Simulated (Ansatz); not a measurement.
**Li2Se: all-electron results**

```xyz
3
Lattice="0.0000 3.0025 3.0025 3.0025 0.0000 3.0025 3.0025 3.0025 0.0000" Properties=species:S:1:pos:R:3 pbc="T T T"
Li    1.5012    1.5012    1.5012
Li    4.5038    4.5038    4.5038
Se    0.0000    0.0000    0.0000
```

Atoms are numbered in the order listed.

Conventional cell: a = 6.005 Å, b = 6.005 Å, c = 6.005 Å, α = 90.00°, β = 90.00°, γ = 90.00°. Li (atom 1) has 4 Se at 2.60 Å as nearest neighbours. Se (atom 3) is surrounded by 8 Li at 2.60 Å.

The cell is COD entry 1011373, as deposited and not checked against the literature; nothing was relaxed.

All numbers are computed: DFT, PBE, all-electron LAPW, scalar-relativistic (Ansatz 0.2.0); DFT, PBE, PAW with Ansatz's default frozen-core files, scalar-relativistic (Ansatz 0.2.0).

For LAPW: a Γ-centred 9×9×9 k mesh, Fermi–Dirac smearing of 0.03 eV, basis error target 1 meV/atom, no spin polarisation. PAW takes a cutoff of 420 eV at this cell. The Ansatz runs share mesh, smearing and spin set-up. Values come from LAPW unless marked.

- Band gap: 2.98 eV, indirect from Γ to X (0.5, 0, 0.5)
- Volume per atom: 18.05 Å³
- Pressure at this cell: 0.03 GPa

Q: Löwdin charges (with 0.14 e of the cell spilling out of the atomic basis, so their sizes and signs hang on that basis): what does the calculation give?

A: Li1 0.63, Se3 -1.13 e.

Q: Predict this quantity. Smallest direct gap on the path.

A: 3.38 eV.

Q: Give the computed value. Bader charges (from the PAW run).

A: Li1 +0.86, Se3 -1.72 e.
